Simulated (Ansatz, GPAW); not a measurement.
This is a calculation of Al2Au for GPAW 26.7.0 (ASE script). Atoms were shifted at random by some hundredths of an Å from the given cell, which wasn't relaxed again for these runs. 

Contents of run.py:

```python
from ase import Atoms
from ase.dft.bandgap import bandgap
from ase.io import write
from ase.units import GPa
from gpaw import GPAW, PW, setup_paths

setup_paths.insert(0, '.')

atoms = Atoms(['Au', 'Al', 'Al'],
              cell=[[0.0, 3.0, 3.0],
                    [3.0, 0.0, 3.0],
                    [3.0, 3.0, 0.0]],
              scaled_positions=[[-0.009348, -0.009152, 0.01134],
                                [0.731025, 0.75675, 0.763139],
                                [0.241721, 0.25162, 0.259949]],
              pbc=True)

calc = GPAW(mode=PW(600),
            xc='PBEsol',
            kpts={'size': (8, 8, 8), 'gamma': True},
            occupations={'name': 'fermi-dirac', 'width': 0.05},
            nbands=20,
            convergence={'density': 1e-05, 'energy': 1e-05},
            maxiter=150,
            txt='gpaw.txt')
atoms.calc = calc
energy = atoms.get_potential_energy()
forces = atoms.get_forces()
stress = atoms.get_stress()
calc.write('gs.gpw')
write('result.traj', atoms)
print(f'Energy: {energy:.6f} eV')
print('Forces (eV/A):')
print(forces.round(4))
print('Stress (GPa):', (stress / GPa).round(3))
print('Fermi level:', round(calc.get_fermi_level(), 4), 'eV')
print(f'Gap: {bandgap(calc)[0]:.4f} eV, direct: {bandgap(calc, direct=True)[0]:.4f} eV')
```

Potentials or basis: PAW data sets generated in the run's folder for this functional, pw.

Launch:

```console
$ gpaw-setup -f PBEsol Al Au
$ OMP_NUM_THREADS=1 python run.py
```

**Question.** Translate it to Ansatz 0.2.0. Potentials or basis there: all-electron LAPW, scalar-relativistic.

**Answer.** As run (cutoffs and basis follow the program's own potentials, and thresholds, step limits or extra output files can differ):

input.yaml

```yaml
crystal:
  lattice:
    - [0.0, 3.0, 3.0]
    - [3.0, 0.0, 3.0]
    - [3.0, 3.0, 0.0]
  atoms:
    - { symbol: Au, position: [-0.009348, -0.009152, 0.01134] }
    - { symbol: Al, position: [0.731025, 0.75675, 0.763139] }
    - { symbol: Al, position: [0.241721, 0.25162, 0.259949] }
kpoints:
  mp_grid: { grid: [8, 8, 8] }
scf:
  occupations: { method: fermi_dirac, width: 0.05 }
hamiltonian:
  xc: pbesol
  pseudopotentials: { kind: all_electron, lapw: { basis_error: 0.001 } }
output:
  forces: true
  stress: true
  eigenvalues: true
  populations: true
```

Potentials or basis: all-electron LAPW, scalar-relativistic.

Run with:

```sh
$ ansatz run input.yaml --threads 2 --pin off --max-ram 8192MiB --backend cpu --events-out ev --progress --plain --runs-dir out
```

Both were run:

|  | GPAW | Ansatz |
| --- | --- | --- |
| Pressure | 0.6 GPa | 0.2 GPa |
| Largest force | 0.410 eV/Å | 0.398 eV/Å |

Where Ansatz's input types no cutoff or centring, it takes its own default and a Γ-centred mesh.

Pressure is positive in compression.
